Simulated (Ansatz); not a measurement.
**AlN: a vibration from a frozen displacement**

Computed with Ansatz 0.2.0, DFT r2SCAN, scalar-relativistic, plane waves, PAW. The runs took a 500 eV cutoff, a Γ-centred 12×12×6 mesh and Gaussian smearing (0.05 eV). No spin polarisation. Energies are free energies at this smearing, counted from the undisturbed cell; pressure is positive in compression.

The starting cell (relaxed at this level):

```
Al N
1.0
     3.10667    0.00000    0.00000
    -1.55333    2.69045    0.00000
     0.00000    0.00000    4.97840
Al N
2 2
Direct
  0.33333 0.66667 0.00169
  0.66667 0.33333 0.50169
  0.33333 0.66667 0.38331
  0.66667 0.33333 0.88331
```

Every Al atom is moved by x along the Cartesian unit vector (-0.823, -0.475, -0.312); the cell and all other atoms stay fixed. The cell's volume is 41.61 Å³; the moved atoms weigh 53.963 u together and the others 28.014 u.

```
  x (Å)  ΔE (meV/cell) total force on the moved atoms along the move (eV/Å) pressure (GPa)
-0.1000         145.02                                                2.8286          1.3418
-0.0750          82.61                                                2.1603          0.7887
-0.0500          37.20                                                1.4681          0.3791
-0.0250           9.43                                                0.7490          0.1186
 0.0000           0.00                                               -0.0001          0.0136
 0.0250           9.71                                               -0.7825          0.0709
 0.0500          39.43                                               -1.6020          0.2977
 0.0750          90.15                                               -2.4628          0.7020
 0.0875         123.72                                               -2.9101          0.9733
 0.1000         162.96                                               -3.3698          1.2922
```

Problem. What frequency belongs to this motion?

Solution. The force constant is k = −dF/dx = 30.630 eV/Å², from the parabola through x = -0.0250, 0 and 0.0250. In every cell the moved atoms swing against the rest, so the mass is μ = m₁m₂/(m₁ + m₂) = 18.441 u, and ν̃ = 521.5 cm⁻¹ × √(|k|/μ) = 672 cm⁻¹. The pattern needn't be a normal mode: ν̃² is then a weighted mean of the squared nonzero frequencies at the zone centre of this cell, taken without macroscopic field, so it lies between the lowest and the highest of them.

Problem. How far does the harmonic law reach?

Solution. At x = -0.100 Å, kx²/2 = 153.15 meV against the computed 145.02 meV (-5.3 %): the well is still close to harmonic there.